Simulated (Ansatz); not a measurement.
Structure types of Mn were relaxed at one common pressure (all-electron LAPW in Ansatz 0.2.0 under PBE, scalar-relativistic, ferromagnetic start, though the moments died away, zero temperature). They take these volumes:

```tsv
type	space group	V (Å³/atom)
hcp	P6_3/mmc	5.32
diamond	Fd-3m	6.16
omega	P6/mmm	5.34
```

Problem. At about which pressure, and is the densest type also the lowest in enthalpy?

Solution. 830 GPa. The densest is hcp, and it is also the lowest in enthalpy among these.
